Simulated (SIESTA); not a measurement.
Crystal: CdSe.

```xyz
8
Lattice="6.1405 0.0000 0.0000 0.0000 6.1405 0.0000 0.0000 0.0000 6.1405" Properties=species:S:1:pos:R:3 pbc="T T T"
Cd    0.0000    0.0000    0.0000
Cd    0.0000    3.0703    3.0703
Cd    3.0703    0.0000    3.0703
Cd    3.0703    3.0703    0.0000
Se    1.5351    1.5351    4.6054
Se    4.6054    4.6054    4.6054
Se    4.6054    1.5351    1.5351
Se    1.5351    4.6054    1.5351
```

Measurements of this composition are mostly on another form, of space group No. 186.

Base run:

| Item | Value |
| --- | --- |
| Program | SIESTA 5.4.2 |
| Functional | PBE |
| Potentials or basis | PseudoDojo 0.4 standard (PBE files) |
| Basis | DZP (energy shift 0.003 Ry; two zetas on semicore shells) |
| Grid cutoff | 800 Ry |
| Energy shift | 0.003 Ry |
| k mesh | 5 × 5 × 5 |
| Occupations | fermi-dirac, width 0.05 eV |
| Spin | no spin polarisation |

Its results: band gap on the k mesh 0.78 eV; pressure 1.4 GPa.

The run is repeated on the same cell with these changes: functional from PBE to vdW-DF-C09. What comes out?

Band gap on the k mesh 0.66 eV; pressure -1.0 GPa.

Caveats: the basis of atomic orbitals isn't converged, which shifts pressures, moduli and gaps; the potentials were made for another functional, which shifts forces and pressure (some runs).
